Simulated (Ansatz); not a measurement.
# A vibration from a frozen displacement in Zr₃Si₂

Level of theory: DFT PBEsol, scalar-relativistic, plane waves, PAW (Ansatz). The runs took a 420 eV cutoff, a Γ-centred 6×6×12 mesh and Gaussian smearing (0.15 eV). No spin polarisation. Energies are free energies at this smearing, counted from the undisturbed cell; pressure is positive in compression.

The undisturbed cell (relaxed at this level; it needn't be the usual structure):

```
Zr Si
1.0
     7.06558    0.00000    0.00000
     0.00000    7.06558    0.00000
     0.00000    0.00000    3.64449
Zr Si
6 4
Cartesian
  1.2328 4.7656 1.8222
  5.8328 2.3000 1.8222
  2.3000 1.2328 1.8222
  4.7656 5.8328 1.8222
  0.0000 0.0000 0.0000
  3.5328 3.5328 0.0000
  4.3975 0.8648 0.0000
  2.6680 6.2008 0.0000
  6.2008 4.3975 0.0000
  0.8648 2.6680 0.0000
```

Every Si atom is moved by x along the Cartesian unit vector (0.000, 0.000, 1.000); the cell and all other atoms stay fixed. The cell's volume is 181.94 Å³; the moved atoms weigh 112.340 u together and the others 547.344 u. Some rows repeat others by symmetry and weren't run.

```csv
x (Å),ΔE (meV/cell),total force on the moved atoms along the move (eV/Å),pressure (GPa)
-0.1000,168.77,3.3720,0.3627
-0.0875,129.24,2.9516,0.2853
-0.0750,94.98,2.5312,0.2184
-0.0625,65.97,2.1100,0.1618
-0.0500,42.23,1.6884,0.1156
-0.0375,23.76,1.2668,0.0797
-0.0250,10.56,0.8448,0.0541
-0.0125,2.64,0.4224,0.0388
0.0000,0.00,0.0000,0.0336
0.0125,2.64,-0.4224,0.0388
0.0250,10.56,-0.8448,0.0541
0.0375,23.76,-1.2668,0.0797
0.0500,42.23,-1.6884,0.1156
0.0625,65.97,-2.1100,0.1618
0.0750,94.98,-2.5312,0.2184
0.0875,129.24,-2.9516,0.2853
0.1000,168.77,-3.3720,0.3627
```

Q: What frequency belongs to this motion?

A: The force constant is k = −dF/dx = 33.792 eV/Å², from the parabola through x = -0.0125, 0 and 0.0125. In every cell the moved atoms swing against the rest, so the mass is μ = m₁m₂/(m₁ + m₂) = 93.209 u, and ν̃ = 521.5 cm⁻¹ × √(|k|/μ) = 314 cm⁻¹. The pattern needn't be a normal mode: ν̃² is then a weighted mean of the squared nonzero frequencies at the zone centre of this cell, so it lies between the lowest and the highest of them.

Q: How far does the harmonic law reach?

A: At x = -0.100 Å, kx²/2 = 168.96 meV against the computed 168.77 meV (-0.1 %): the well is still close to harmonic there.

Q: The pressure changes with x². What does that say about the frequency under compression?

A: With E = k(V)x²/2, k ∝ V^(−2γ) and x scaling with the cell as V^(1/3), P − P0 = −∂E/∂V = (2γ − 2/3) ΔE/V. At x = 0.0250 Å, V(P − P0) = 181.94 × 0.02048 / 160.2 eV = 23.25 meV and ΔE = 10.56 meV, so γ = 1/3 + V(P − P0)/(2ΔE) = 1.43. This is the Grüneisen parameter of the motion under uniform scaling of the cell: shrinking the cell evenly by 1 % in volume raises the frequency by about 1.43 %.

In a metal these slopes depend on the k mesh and the smearing.